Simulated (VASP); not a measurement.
# AlN(110): relaxation, ionisation energy and affinity, part 3 of 3

Aim: ionisation energy and electron affinity of AlN(110), from a slab and a bulk run lined up through core potentials. The cell is generated by rule, not measured, and may not be a known phase.

VASP 6.6.1, plane waves and PAW; the level of theory is named at each step.

So far. Step 2 (Relaxing the bulk crystal): The run ended after 2 ionic steps, 0.000 eV below its first step, once forces and stress met EDIFFG = -0.02. Step 4 (Relaxing the slab): The run ended after 20 ionic steps, 0.923 eV below its first step, once the forces on the free atoms met EDIFFG = -0.03.

The structure was built from a prototype and need not be the compound's stable phase.

## 5. Potential and states of the slab

Level of this step: PBEsol; plane waves and PAW (Al, N) (VASP).

A static run writes the electrostatic potential without exchange and correlation (LVHAR), which is flat in the vacuum and gives the level to count from. The dipole correction cancels the field that unlike faces would set up across the vacuum.

Input file INCAR:

```
SYSTEM = AlN
PREC = Normal
ENCUT = 440
EDIFF = 1E-06
NELM = 120
ISMEAR = 0
SIGMA = 0.03
LREAL = Auto
ALGO = Fast
GGA = PS
NBANDS = 54
LORBIT = 11
LWAVE = .FALSE.
LCHARG = .TRUE.
KPAR = 4
IDIPOL = 3
LDIPOL = .TRUE.
DIPOL = 0.5 0.5 0.5
LVHAR = .TRUE.
LVACPOTAV = .TRUE.
NEDOS = 1500
```

Input file POSCAR:

```
AlN
1.0
    3.0943471961      0.0000000000      0.0000000000
    0.0000000000      4.3760677714      0.0000000000
    0.0000000000      0.0000000000     28.3773887844
Al N
9 9
Direct
    0.0000000000      0.0391891940      0.2884033964
    0.5000000000      0.4965945963      0.3343466764
    0.0000000000      0.9966060758      0.3910619297
    0.5000000000      0.4955205233      0.4452303198
    0.0000000000      0.9960618297      0.5000000000
    0.5000000000      0.4955205233      0.5547696802
    0.0000000000      0.9966060758      0.6089380703
    0.5000000000      0.4965945963      0.6656533236
    0.0000000000      0.0391891940      0.7115966036
    0.0000000000      0.7431901998      0.3357692928
    0.5000000000      0.2390256359      0.2817350930
    0.0000000000      0.7460288943      0.4453588896
    0.5000000000      0.2476856723      0.3904959478
    0.0000000000      0.7460288943      0.5546411104
    0.5000000000      0.2462565868      0.5000000000
    0.0000000000      0.7431901998      0.6642307072
    0.5000000000      0.2476856723      0.6095040522
    0.5000000000      0.2390256359      0.7182649070
```

Input file KPOINTS:

```
Automatic mesh
0
Gamma
8 6 1
0 0 0
```

Input file KPOINTS_OPT:

```
Line mode
14
Line-mode
Reciprocal
  0.00000000   0.00000000   0.00000000 GAMMA
  0.50000000   0.00000000   0.00000000 X

  0.50000000   0.00000000   0.00000000 X
  0.50000000   0.50000000   0.00000000 S

  0.50000000   0.50000000   0.00000000 S
  0.00000000   0.50000000   0.00000000 Y

  0.00000000   0.50000000   0.00000000 Y
  0.00000000   0.00000000   0.00000000 GAMMA

  0.00000000   0.00000000   0.00000000 GAMMA
  0.50000000   0.50000000   0.00000000 S
```

Potentials, in the order of the species: Al and N (PBE family, release 64).

Started as:

```
$ mpirun -np 4 vasp_std
```

The log of the run:

```text
[... set-up lines as in an earlier step ...]
 entering main loop
       N       E                     dE             d eps       ncg     rms          rms(c)
DAV:   1     0.420088045426E+03    0.42009E+03   -0.27661E+04  2176   0.968E+02
DAV:   2    -0.905047227456E+02   -0.51059E+03   -0.49022E+03  2914   0.243E+02
DAV:   3    -0.156911124933E+03   -0.66406E+02   -0.65605E+02  2640   0.901E+01
DAV:   4    -0.159131843111E+03   -0.22207E+01   -0.22153E+01  2744   0.199E+01
DAV:   5    -0.159193050477E+03   -0.61207E-01   -0.61181E-01  2896   0.303E+00    0.256E+01
RMM:   6    -0.136828834849E+03    0.22364E+02   -0.69055E+01  2393   0.253E+01    0.899E+00
RMM:   7    -0.136739180735E+03    0.89654E-01   -0.76951E+00  2661   0.106E+01    0.630E+00
RMM:   8    -0.136400266545E+03    0.33891E+00   -0.10071E+00  2658   0.363E+00    0.972E-01
RMM:   9    -0.136388576891E+03    0.11690E-01   -0.24084E-01  2853   0.151E+00    0.629E-01
RMM:  10    -0.136392562279E+03   -0.39854E-02   -0.90455E-02  2757   0.939E-01    0.376E-01
RMM:  11    -0.136392905634E+03   -0.34335E-03   -0.20162E-02  2667   0.555E-01    0.123E-01
RMM:  12    -0.136393066689E+03   -0.16106E-03   -0.73012E-03  2874   0.247E-01    0.721E-02
RMM:  13    -0.136394868147E+03   -0.18015E-02   -0.38097E-03  2814   0.162E-01    0.613E-02
RMM:  14    -0.136395424263E+03   -0.55612E-03   -0.11460E-03  3041   0.844E-02    0.454E-02
RMM:  15    -0.136396242494E+03   -0.81823E-03   -0.72595E-04  2765   0.881E-02    0.365E-02
RMM:  16    -0.136396494970E+03   -0.25248E-03   -0.16759E-04  2809   0.421E-02    0.994E-03
RMM:  17    -0.136396660181E+03   -0.16521E-03   -0.98262E-05  2840   0.253E-02    0.893E-03
RMM:  18    -0.136396807491E+03   -0.14731E-03   -0.28971E-05  2792   0.154E-02    0.419E-03
RMM:  19    -0.136396890219E+03   -0.82728E-04   -0.98504E-06  2366   0.699E-03    0.246E-03
RMM:  20    -0.136396961913E+03   -0.71693E-04   -0.78493E-06  2395   0.617E-03    0.272E-03
RMM:  21    -0.136396987092E+03   -0.25180E-04   -0.21604E-06  2222   0.355E-03    0.105E-03
RMM:  22    -0.136397001042E+03   -0.13950E-04   -0.13319E-06  2191   0.261E-03    0.640E-04
RMM:  23    -0.136397003436E+03   -0.23932E-05   -0.26998E-07  1908   0.138E-03    0.377E-04
RMM:  24    -0.136397004786E+03   -0.13500E-05   -0.12199E-07  1495   0.867E-04    0.159E-04
RMM:  25    -0.136397004778E+03    0.71068E-08   -0.32431E-08  1208   0.739E-04
 -----------------------------------------------------------------------------
|                                                                             |
|           W    W    AA    RRRRR   N    N  II  N    N   GGGG   !!!           |
|           W    W   A  A   R    R  NN   N  II  NN   N  G    G  !!!           |
|           W    W  A    A  R    R  N N  N  II  N N  N  G       !!!           |
|           W WW W  AAAAAA  RRRRR   N  N N  II  N  N N  G  GGG   !            |
|           WW  WW  A    A  R   R   N   NN  II  N   NN  G    G                |
|           W    W  A    A  R    R  N    N  II  N    N   GGGG   !!!           |
|                                                                             |
|     Did not find any points to average over, which means that no vacuum     |
|     field-free region was found. Please increase the size of  your cell     |
|     in the dimension of the dipole correction to obtain accurate            |
|     workfunction values.                                                    |
|                                                                             |
 -----------------------------------------------------------------------------

   1 F= -.13639700E+03 E0= -.13639700E+03  d E =-.657466E-12
 Start KPOINTS_OPT (optional k-point list driver)
k-point batch [1-20\70]
       N       E                     dE             ncg
DAV:   1     0.207387232873E+04   -0.27277E+05     2168
DAV:   2    -0.633271195507E+04   -0.84066E+04     2882
DAV:   3    -0.746760251204E+04   -0.11349E+04     2616
DAV:   4    -0.750597599774E+04   -0.38373E+02     2600
DAV:   5    -0.750711344394E+04   -0.11374E+01     2842
DAV:   6    -0.750714777363E+04   -0.34330E-01     2760
DAV:   7    -0.750714925003E+04   -0.14764E-02     2906
DAV:   8    -0.750714931775E+04   -0.67723E-04     2672
DAV:   9    -0.750714932004E+04   -0.22820E-05     1928
DAV:  10    -0.750714932025E+04   -0.21234E-06     1632
[...]
k-point batch [61-70\70]
       N       E                     dE             ncg
DAV:   1     0.192128339923E+04   -0.17270E+05     1080
DAV:   2    -0.223559388080E+04   -0.41569E+04     1486
DAV:   3    -0.277244132678E+04   -0.53685E+03     1304
DAV:   4    -0.278969791692E+04   -0.17257E+02     1384
DAV:   5    -0.279017411022E+04   -0.47619E+00     1432
DAV:   6    -0.279019051473E+04   -0.16405E-01     1456
DAV:   7    -0.279019125197E+04   -0.73724E-03     1504
DAV:   8    -0.279019127891E+04   -0.26939E-04     1320
DAV:   9    -0.279019128021E+04   -0.13004E-05      992
DAV:  10    -0.279019128035E+04   -0.14589E-06      768
```

Run time: 68 s. Hardware: 4 MPI ranks of Intel Xeon 6975P-C (Granite Rapids), shared host; peak memory 2 GiB.

OUTCAR, selected parts (step 5):

```text
   NELECT =      72.0000    total number of electrons

 dipolmoment           0.000000      0.000000     -0.000000 electrons x Angstroem

 E-fermi :   0.3617

 k-point     1 :       0.0000    0.0000    0.0000
  band No.  band energies     occupation
    ...
     32      -0.4470      2.00000
     33      -0.3473      2.00000
     34      -0.3174      2.00000
     35      -0.1255      2.00000
     36      -0.0861      2.00000
     37       2.9186      0.00000
     38       3.1288      0.00000
     39       3.2068      0.00000
     40       3.9898      0.00000
     41       4.6169      0.00000
    ...

  Total        1.9314023     -1.5548116     -2.0882702      0.0000000      0.0000000      0.0000000
  in kB        8.0530024     -6.4828034     -8.7070645      0.0000000      0.0000000      0.0000000
  external PRESSURE =      -2.3789552 kB  Pullay stress =       0.0000000 kB

 POSITION                                       TOTAL-FORCE (eV/Angst)
 -----------------------------------------------------------------------------------
      0.00000      0.17149      8.18414        -0.000000     -0.008182      0.014170
      1.54717      2.17313      9.48789        -0.000000     -0.000493      0.006397
      0.00000      4.36122     11.09732         0.000000      0.007247      0.003878
      1.54717      2.16843     12.63447        -0.000000      0.003468     -0.008007
      0.00000      4.35883     14.18869        -0.000000      0.005245     -0.000000
      1.54717      2.16843     15.74291        -0.000000      0.003468      0.008007
      0.00000      4.36122     17.28007         0.000000      0.007247     -0.003878
      1.54717      2.17313     18.88950        -0.000000     -0.000493     -0.006397
      0.00000      0.17149     20.19325        -0.000000     -0.008182     -0.014170
      0.00000      3.25225      9.52826         0.000000      0.001608      0.001329
      1.54717      1.04599      7.99491        -0.000000      0.002368      0.000262
      0.00000      3.26467     12.63812        -0.000000     -0.007161      0.005346
      1.54717      1.08389     11.08126        -0.000000     -0.004775      0.008820
      0.00000      3.26467     15.73927        -0.000000     -0.007161     -0.005346
      1.54717      1.07764     14.18869        -0.000000      0.006592     -0.000000
      0.00000      3.25225     18.84913         0.000000      0.001608     -0.001329
      1.54717      1.08389     17.29613        -0.000000     -0.004775     -0.008820
      1.54717      1.04599     20.38248        -0.000000      0.002368     -0.000262
 -----------------------------------------------------------------------------------
    total drift:                                0.000000      0.019832     -0.000022

  FREE ENERGIE OF THE ION-ELECTRON SYSTEM (eV)
  ---------------------------------------------------
  free  energy   TOTEN  =      -136.3970047784 eV

  energy  without entropy=     -136.3970047784  energy(sigma->0) =     -136.39700478

 vacuum level on the upper side and lower side of the slab         5.909         5.909

[... 7 parts as in an earlier step ...]

[... 10 further parts left out ...]
```

This step gave:

- electronic cycles: 25
- Fermi energy: 0.3617 eV
- least gap on mesh and path: 2.652 eV
- least direct gap on mesh and path: 2.716 eV
- vacuum levels: 5.909, 5.909 eV
- ionisation potentials of the upper and lower face: 5.682, 5.682 eV
- electron affinities of the upper and lower face: 3.030, 3.030 eV

The electronic bands at the labelled points (eV, zero at the valence-band top; v1 is the highest filled band, c1 the lowest empty one):

```tsv
point	v4	v3	v2	v1	c1	c2	c3	c4
Γ	-0.57	-0.54	-0.35	-0.31	2.69	2.90	2.98	3.76
0.54 of the way	-1.36	-0.99	-0.32	-0.25	3.78	3.81	4.34	4.56
X	-1.39	-1.36	-0.12	-0.06	2.65	3.04	3.11	4.02
0.46 of the way	-1.36	-1.27	-0.08	-0.03	3.52	3.69	4.06	4.46
S	-1.14	-1.09	-0.08	0.00	4.19	4.22	5.44	5.65
0.46 of the way	-1.07	-1.05	-0.14	-0.11	4.26	4.28	6.16	6.32
Y	-1.02	-0.97	-0.36	-0.36	3.83	3.85	5.31	5.66
0.54 of the way	-0.79	-0.78	-0.38	-0.35	3.34	3.40	3.71	4.39
Γ	-0.57	-0.54	-0.35	-0.31	2.69	2.90	2.98	3.76
0.54 of the way	-1.03	-0.91	-0.21	-0.15	3.99	4.02	5.13	5.28
S	-1.14	-1.09	-0.08	0.00	4.19	4.22	5.44	5.65
```

Of the projections kept (Al, N), the largest for each band there; the rest of the weight can lie on other orbitals:

```tsv
point	v4	v3	v2	v1	c1	c2	c3	c4
Γ	N 0.95	N 0.97	N 0.98	N 0.98	N 0.69	N 0.75	Al 0.52	N 0.55
X	N 0.87	N 0.86	N 0.93	N 0.94	Al 0.68	Al 0.63	Al 0.69	Al 0.50
S	N 0.88	N 0.89	N 0.94	N 0.95	Al 0.70	Al 0.68	N 0.85	N 0.88
Y	N 0.86	N 0.88	N 0.96	N 0.96	N 0.60	N 0.60	N 0.69	N 0.69
Γ	N 0.95	N 0.97	N 0.98	N 0.98	N 0.69	N 0.75	Al 0.52	N 0.55
S	N 0.88	N 0.89	N 0.94	N 0.95	Al 0.70	Al 0.68	N 0.85	N 0.88
```

The planar average of the electrostatic potential oscillates, so the rows of the table below give means over windows of 1.51 Å about each position, cut where the curve ends. Its maxima inside the range that stand out by 2 % of the span (Å: eV): 8.8: -3.74, 10.3: -1.10, 11.8: -1.64, 13.4: -1.50, 14.9: -1.50, 16.6: -1.64, 18.1: -1.10, 19.6: -3.74. Its minima: 8.1: -10.6, 9.5: -11.4, 11.1: -11.1, 12.7: -11.1, 14.2: -11.2, 15.7: -11.1, 17.3: -11.1, 18.9: -11.4, 20.2: -10.6.

Zero at the Fermi level. The planar average of the electrostatic potential by height; means over each step:

```tsv
height (Å)	planar average of the electrostatic potential (eV)
0.76	5.55
2.27	5.55
3.78	5.55
5.29	5.53
6.80	3.99
8.31	-6.79
9.82	-6.55
11.33	-6.55
12.84	-6.59
14.35	-6.59
15.86	-6.64
17.37	-6.51
18.88	-7.09
20.39	-5.63
21.90	4.92
23.41	5.54
24.92	5.55
26.43	5.55
27.94	5.55
```

Density of states in the PAW spheres, an atom over height of the layer and energy from the Fermi level.

Ten even steps from '_' (0.00 states/eV) to '@' (1.56 states/eV), each cell a mean:
```
________________________
..____________________..
@@__..__________::____@@
..____________________..
==__..------------____==
++..------------++__..++
==..------::----++....==
--__::::::--::::==____--
::__..::..::..::--____::
::__............::____::
..__............::____..
..__..__________..____..
..__..__________::____..
................::__....
..__::::::::::::--..__..
____......::....::..____
________________________
________________________
________________________
________________________
________________________
________________________
```
Columns: height of the layer (Å) from 8 to 20.4 (not evenly spaced); rows upwards: energy from the Fermi level (eV) from -7.9 to 0.5.

Electrostatic potential energy in the cb plane at fractional x = 0.000, with atoms of Al and N within 0.2 Å of it. With pseudopotentials it is smooth inside the atoms' cores, unlike the true potential.

Ten even steps from '0' (-63 eV) to '9' (6 eV), each cell a mean:
```
99999999999999999998741268887200488885001788
99999999999999999999876785358644774477546863
99999999999999999999988973328888852348888833
99999999999999999999999983238999962259999842
99999999999999999999999997679999997689999986
99999999999999999999999999999999999999999999
99999999999999999999999999999999999999999999
99999999999999999999999999999999999999999999
99999999999999999999988889999999999999999999
99999999999999999999864578998877899998777899
99999999999999999998720048997412689986214799
99999999999999999998610038987100389984001689
```
Columns run along c (16.0 Å, from fractional 0.00 to 0.57 of the cell; values clipped at the 3rd and 97th percentile), rows up along b (4.4 Å). Atoms in or near the plane, at fractional coordinates: Al at (0.29, 0.04), Al at (0.39, 0.00), Al at (0.50, 0.00), N at (0.34, 0.74), N at (0.45, 0.75), N at (0.55, 0.75).

Valence density in the cb plane at fractional x = 0.000, with atoms of Al and N within 0.2 Å of it. It is the smooth field of the valence electrons, not physical close to the nuclei.

Ten steps, logarithmic in the rise over the least value, from '0' (0.0 e/Å³) to '9' (3.6 e/Å³), each cell a mean:
```
00000000000000000001222456665422466665324566
00000000000000000001123568986534578976435689
00000000000000000000123579997534689986435799
00000000000000000000012479996433589985334689
00000000000000000000012357875322467864223578
00000000000000000000011245553222345543212355
00000000000000000000112223332222233332222233
00000000000000000001222222222222222222222222
00000000000000000001233332222333322222333222
00000000000000000012333333223333322223333322
00000000000000000012221233333322333333223332
00000000000000000011220234444211344443102344
```
Columns run along c (16.0 Å, from fractional 0.00 to 0.57 of the cell), rows up along b (4.4 Å). Atoms in or near the plane, at fractional coordinates: Al at (0.29, 0.04), Al at (0.39, 0.00), Al at (0.50, 0.00), N at (0.34, 0.74), N at (0.45, 0.75), N at (0.55, 0.75).

The map of layer states is cut here 0.5 eV above the Fermi level, so it leaves out the states above that.

The vacuum level lies 5.68 eV above the highest filled level at the upper face; both faces agree, as the slab has next to no dipole.

The program found no field-free point at its default tolerance, but its printed level agrees with the flat part of the planar average.

## 6. Lining up bulk and slab

This step: band edges against the vacuum, PBEsol; plane waves and PAW (VASP 6.6.1).

This step runs nothing: it gathers the runs above.

Numbers from this step:

```
ionisation energy       : 6.257 eV
offset spread           : 0.02240 eV
bulk gap                : 3.237 eV
slab gap                : 2.652 eV
electron affinity       : 3.020 eV
buckling                : 0.1892 Å
tilt                    : 12.21 degree
surface energy, relaxed : 2.448 J/m²
```

The averaged core potentials of the four middle atoms lie -6.174 eV from those of the bulk run. The bulk valence top (5.826 eV), moved by that offset, is taken from the upper vacuum level (5.909 eV).

## 7. Summary of results

| Item | Value |
| --- | --- |
| ionisation energy | 6.26 eV |
| electron affinity | 3.02 eV |
| buckling | 0.189 Å |
| surface energy, relaxed | 2.45 J/m² |

**Reading.** The bulk valence-band top lies 6.26 eV below the vacuum of AlN(110), and the conduction-band bottom 3.02 eV. The top layer buckles by 0.19 Å, a tilt of 12°, with N outermost. The surface costs 2.45 J/m². The slab's least gap is 2.65 eV, against 3.24 eV in the bulk. Confinement widens it, surface states can narrow it, and the two gaps need not lie at the same wave vector; the faces' own affinities count to the slab's lowest empty state. The offsets of the four middle atoms spread by 0.02 eV; a shift common to all four would not show in it. The bulk edges are read on a mesh, so a band minimum between its points makes the gap too large and the affinity too small. One thickness was run. Semilocal band edges put the valence top too high and the gap too small.

[Lines on the potential files, build, host, timing and source positions are cut from VASP's logs without a mark.]

[Logs are printed without paths, hosts, clocks, repeated set-up lines and the standing remarks that a program may print on its own settings, such as how far it seeks lower states.]

[Hosts, paths, dates, database ids (printed as entryN), source tags and the programs' standing remarks are cut or masked in the printed files.]

[Runs that stopped without an error message from VASP are left out.]
